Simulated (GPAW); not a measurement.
FePt (Tetraferroplatinum):

```
Pt Fe
1.0
     2.72350    0.00000    0.00000
     0.00000    2.72350    0.00000
     0.00000    0.00000    3.72000
Pt Fe
1 1
Direct
  0.50000 0.50000 0.50000
  0.00000 0.00000 0.00000
```

| Item | Value |
| --- | --- |
| Program | GPAW 26.7.0 |
| Task | relaxation of cell and atoms |
| Functional | PBEsol |
| Dispersion | D3 |
| Potentials or basis | PAW data sets generated in the run's folder for this functional |
| Cutoff | 600 eV |
| Basis | pw |
| k mesh | 7 × 7 × 5 |
| Occupations | fermi-dirac, width 0.05 eV |
| Spin | collinear spin, ferromagnetic start |
| Starting moments | [0.0, 3.0] μB |

At the start: pressure -10.1 GPa; volume 13.80 Å³/atom.

Where does the relaxation end?

Over 8 steps the energy falls by 27.0 meV/atom and the volume is 13.12 Å³/atom (-4.9 %); space group P4/mmm (No. 123, to 0.05 Å); moment 3.05 μB per cell.

Step by step:
| step | energy change (eV) | largest force (eV/Å) | pressure (GPa) | volume (Å³) |
| --- | --- | --- | --- | --- |
| 1 | 0.0000 | 0.0000 | -10.09 | 27.59 |
| 2 | -0.0272 | 0.0000 | -6.61 | 27.08 |
| 3 | -0.0471 | 0.0000 | 0.91 | 26.16 |
| 4 | -0.0482 | 0.0000 | 0.30 | 26.22 |
| 5 | -0.0521 | 0.0000 | -0.87 | 26.33 |
| 6 | -0.0538 | 0.0000 | -0.63 | 26.30 |
| 7 | -0.0540 | 0.0000 | -0.16 | 26.25 |
| 8 | -0.0540 | 0.0000 | 0.00 | 26.24 |

Final structure:
```
Pt Fe
1.0
     2.65109    0.00000    0.00000
     0.00000    2.65109    0.00000
     0.00000    0.00000    3.73290
Pt Fe
1 1
Direct
  0.50000 0.50000 0.50000
  0.00000 0.00000 0.00000
```

Caveat: each step starts from the last one's moments, so a moment once lost doesn't come back; later steps reuse the first step's grids; pairwise dispersion overbinds metals, which lowers pressure and volume.
